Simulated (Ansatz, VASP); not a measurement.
## Be in VASP and in Ansatz

File INCAR:

```
PREC     = Accurate       # precision mode
ENCUT    = 520            # plane-wave cutoff, eV
EDIFF    = 1E-7           # SCF threshold, eV
ISMEAR   = -1             # smearing method
SIGMA    = 0.03           # smearing width, eV
LREAL    = False          # projectors in reciprocal space
LASPH    = True           # aspherical terms in the spheres
NELM     = 80             # most SCF steps
ALGO     = Normal         # electronic algorithm
ISIF     = 2              # what is computed and relaxed
LWAVE    = False          # write WAVECAR
LCHARG   = False          # write CHGCAR
GGA      = PS             # functional
NBANDS   = 7              # bands
```

Contents of KPOINTS:

```
regular mesh
0
Gamma
  23 23 23
```

The input POSCAR:

```
Be
1.0
   -1.2531209513      1.2531209513      1.2531209513
    1.2531209513     -1.2531209513      1.2531209513
    1.2531209513      1.2531209513     -1.2531209513
Be
1
Direct
    0.0000000000      0.0000000000      0.0000000000
```

Input for Ansatz:

```yaml
crystal:
  lattice:
    - [-1.2531209513, 1.2531209513, 1.2531209513]
    - [1.2531209513, -1.2531209513, 1.2531209513]
    - [1.2531209513, 1.2531209513, -1.2531209513]
  atoms:
    - { symbol: Be, position: [0.0, 0.0, 0.0] }
kpoints:
  mp_grid: { grid: [23, 23, 23] }
  band_path:
    path:
      - [0.0, 0.0, 0.0]
      - [0.5, -0.5, 0.5]
      - [0.0, 0.0, 0.5]
      - [0.0, 0.0, 0.0]
      - [0.25, 0.25, 0.25]
      - [0.5, -0.5, 0.5]
      - [0.25, 0.25, 0.25]
      - [0.0, 0.0, 0.5]
    npoints: 14
scf:
  occupations: { method: fermi_dirac, width: 0.03 }
hamiltonian:
  xc: pbesol
  pseudopotentials: { kind: all_electron, lapw: { basis_error: 0.00025 } }
output:
  forces: true
  stress: true
  eigenvalues: true
  fatbands: true
  populations: true
  dos: { projected: true, de: 0.2, e_range: [-14, 8] }
```

This isn't the form of Be at room conditions, which is hcp.

Alike in both runs: task single point; functional PBEsol; k mesh 23 × 23 × 23; occupations fermi-dirac, width 0.03 eV; no spin polarisation.

|  | VASP | Ansatz |
| --- | --- | --- |
| version | VASP 6.6.1 | Ansatz 0.2.0 |
| potentials or method | VASP PAW PBE potentials, release 64 (Be) | all-electron LAPW, scalar-relativistic |
| plane-wave cutoff (eV) | 520 | see its input |

|  | VASP | Ansatz | Ansatz less VASP |
| --- | --- | --- | --- |
| pressure (GPa) | -1.6 | -2.1 | -0.46 |

Ansatz ran all-electron here, so the differences hold the error of VASP's frozen core and of both bases.

Caveats: the PAW data sets were made with another functional, which shifts forces and pressure a little (VASP).
